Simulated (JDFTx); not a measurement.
Input of a JDFTx 1.7.0 (patched build) run:

The input Ge.in:

```
lattice \
    0.0000000000     5.3458651312     5.3458651312 \
    5.3458651312     0.0000000000     5.3458651312 \
    5.3458651312     5.3458651312     0.0000000000
coords-type Lattice
ion Ge     0.7500000000     0.7500000000     0.7500000000 1
ion Ge     0.5000000000     0.5000000000     0.5000000000 1

ion-species pseudo/Ge.upf
elec-cutoff 39 312
elec-ex-corr gga-PBE
van-der-waals
kpoint-folding 8 8 8
elec-smearing Fermi 0.0018374661
elec-n-bands 21
electronic-SCF nIterations 100 energyDiffThreshold 1e-09
electronic-minimize nIterations 30 energyDiffThreshold 1e-7
forces-output-coords Cartesian
lattice-minimize nIterations 40 energyDiffThreshold 1e-6

dump-name run.$VAR
dump End Ecomponents EigStats BandEigs Kpoints Forces Stress
```

Potentials or basis: PseudoDojo-SR-PBE-0.5-standard.

Command:

```console
$ jdftx -c 1 -i Ge.in -o Ge.out
```

(1) Predict the relaxed cell.

(2) Predict the relaxed volume.

(3) Predict the space group after relaxing (to 0.05 Å).

## Answers

(1) a = 3.990 Å, b = 3.990 Å, c = 3.990 Å, α = 60.00°, β = 60.00°, γ = 60.00°.

(2) 22.46 Å³/atom.

(3) Fd-3m (No. 227).

The cell as given is a measured one (22.64 Å³/atom); PBE+D2 puts the equilibrium volume -0.8 % from it, thermal expansion not counted.
